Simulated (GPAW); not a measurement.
Crystal: AlCu.

```
Al Cu
1.0
     0.00000    2.25677    2.25677
     2.25677    0.00000    2.25677
     2.25677    2.25677    0.00000
Al Cu
1 1
Direct
  0.75000 0.75000 0.75000
  0.00000 0.00000 0.00000
```

The cell was built by a generator and needn't be a form met in nature.

* Program: GPAW 26.7.0
* Task: relaxation of cell and atoms
* Functional: PBE
* Potentials or basis: GPAW PAW data sets (gpaw-data 1.2.1)
* Cutoff: 600 eV
* Basis: pw
* k mesh: 10 × 10 × 10
* Occupations: fermi-dirac, width 0.05 eV
* Spin: no spin polarisation

At the start: pressure 117.0 GPa; volume 11.49 Å³/atom.

Q: Where does the relaxation end?

A: Over 6 steps the energy falls by 2123.0 meV/atom and the volume is 21.51 Å³/atom (+87.2 %); space group F-43m (No. 216, to 0.05 Å).

The path:
```
step  energy change (eV)  largest force (eV/Å)  pressure (GPa)  volume (Å³)
   1              0.0000                0.0000          117.01        22.99
   2             -2.3663                0.0000           57.31        27.52
   3             -3.9584                0.0000           14.29        35.51
   4             -4.2084                0.0000            4.11        40.07
   5             -4.2444                0.0000            0.71        42.47
   6             -4.2460                0.0000            0.06        43.02
```

Final structure:
```
Al Cu
1.0
     0.00000    2.78115    2.78115
     2.78115    0.00000    2.78115
     2.78115    2.78115    0.00000
Al Cu
1 1
Direct
  0.75000 0.75000 0.75000
  0.00000 0.00000 0.00000
```

Caveat: with this Cu data set, volumes or pressures lay over 1.5 % or 2 GPa off other programs in two to four cells of ten; later steps reuse the first step's grids; the volume moved by over 15 % at a fixed basis, so the end points are rough.
